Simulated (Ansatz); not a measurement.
# Cu in Ansatz: the effect of functional

The system is Cu.

```
Cu
1.0
     1.24236   -4.05437    0.00000
     1.24236    4.05437    0.00000
     0.00000    0.00000    2.52405
Cu
2
Direct
  0.86613 0.13387 0.75000
  0.13387 0.86613 0.25000
```

This isn't the form of Cu at room conditions, which is fcc.

The cell isn't the ideal one: volume scaled by 1.06.

Alike in all runs:

| Quantity | Value |
| --- | --- |
| Program | Ansatz 0.2.0 |
| Task | single point |
| Potentials or basis | Ansatz PAW |
| k mesh | 11 × 11 × 11 |
| Occupations | fermi-dirac, width 0.05 eV |
| Spin | no spin polarisation |

```csv
functional,cutoff,pressure (GPa),largest force (eV/Å)
LDA,420 eV (not typed: the program's choice for these potentials),-14.2,0.11
PBEsol,420 eV (not typed: the program's choice for these potentials),?,?
r2SCAN,500 eV (not typed: the program's choice for these potentials),-7.2,0.06
```

Q: What does the run with functional PBEsol give?

A: Pressure -8.8 GPa; largest force 0.07 eV/Å.

Caveats: the PAW data sets come from PBE, with cores solved anew for the run's functional, which leaves a small shift of forces and pressure.

Runs at the PBE level aren't shown here.
